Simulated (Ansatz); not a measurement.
# WS2: the cost of one run

Program: Ansatz 0.2.0. Level of theory: DFT PBE+D3(BJ), scalar-relativistic, plane waves, PAW. These are calculated values, not measurements.

4 further runs of the same task are left out: 1 that didn't finish, 3 set aside as unsound or not needed.

## 1. Starting point

Symmetry: R3m, No. 160, trigonal system. The conventional cell has a = 3.157 Å, b = 3.157 Å, c = 18.118 Å, α = 90.00°, β = 90.00°, γ = 120.00°. W (site symmetry 3m) is surrounded by 6 S at 2.41 Å. Around S (site symmetry 3m) lie 3 W at 2.41 Å.

Coordinates:

```
CELL_PARAMETERS angstrom
3.15720 -5.46844 0.00000
6.31441 0.00000 0.00000
3.15720 -1.82281 6.03931
ATOMIC_POSITIONS crystal
W 0.50066 0.00066 0.99803
W 0.00066 0.00066 0.99803
W 0.50066 0.50066 0.99803
W 0.00066 0.50066 0.99803
S 0.74722 0.24722 0.25833
S 0.24722 0.24722 0.25833
S 0.74722 0.74722 0.25833
S 0.24722 0.74722 0.25833
S 0.92082 0.42082 0.73753
S 0.42082 0.42082 0.73753
S 0.92082 0.92082 0.73753
S 0.42082 0.92082 0.73753
```

It is built from the cell relaxed beforehand with the same method (17.38 Å³/atom).

## 2. Zero of energy

The cell is repeated 4 times, 12 atoms in all. Reference values: F = -48770.6347 eV; pressure 0.03 GPa; largest force 0.001 eV/Å; gap on the mesh 0.91 eV. It was computed beforehand with the settings of the runs below.

## 3. Next: a one-atom displacement scan

Atom 5 (S) is moved by x along the Cartesian unit vector (-0.656, -0.379, -0.653); the cell and all other atoms stay fixed. Forces below are components along that vector, summed over the moved atoms. In a periodic cell its images move with it.

## 4. Point x = -0.300 Å

File input.yaml:

```yaml
crystal:
  lattice:
    - [3.1572031343, -5.4684362384, 0.0]
    - [6.3144062686, 0.0, 0.0]
    - [3.1572031343, -1.8228120795, 6.0393060278]
  atoms:
    - { symbol: W, position: [0.5006554632, 0.0006554632, 0.9980336103] }
    - { symbol: W, position: [0.0006554632, 0.0006554632, 0.9980336103] }
    - { symbol: W, position: [0.5006554632, 0.5006554632, 0.9980336103] }
    - { symbol: W, position: [0.0006554632, 0.5006554632, 0.9980336103] }
    - { symbol: S, position: [0.7156360884, 0.2779529104, 0.2907749128] }
    - { symbol: S, position: [0.2472223774, 0.2472223774, 0.2583328678] }
    - { symbol: S, position: [0.7472223774, 0.7472223774, 0.2583328678] }
    - { symbol: S, position: [0.2472223774, 0.7472223774, 0.2583328678] }
    - { symbol: S, position: [0.9208221593, 0.4208221593, 0.7375335222] }
    - { symbol: S, position: [0.4208221593, 0.4208221593, 0.7375335222] }
    - { symbol: S, position: [0.9208221593, 0.9208221593, 0.7375335222] }
    - { symbol: S, position: [0.4208221593, 0.9208221593, 0.7375335222] }
basis:
  ecutwfc: 420
kpoints:
  mp_grid: { grid: [6, 6, 6] }
hamiltonian:
  xc: pbe
  dispersion: d3bj
scf:
  occupations: { method: gaussian, width: 0.05 }
output:
  forces: true
  stress: true
  eigenvalues: true
```

The run is started by

```console
> ansatz run input.yaml --threads 1 --pin off --max-ram 2560MiB --backend cpu --events-out ev --progress --plain --runs-dir out
```

**Question.** How long does this run take on 1 thread of Arm Neoverse V2, shared host, and how much memory does it need?

About 55 s, with a peak of 0.83 GiB.
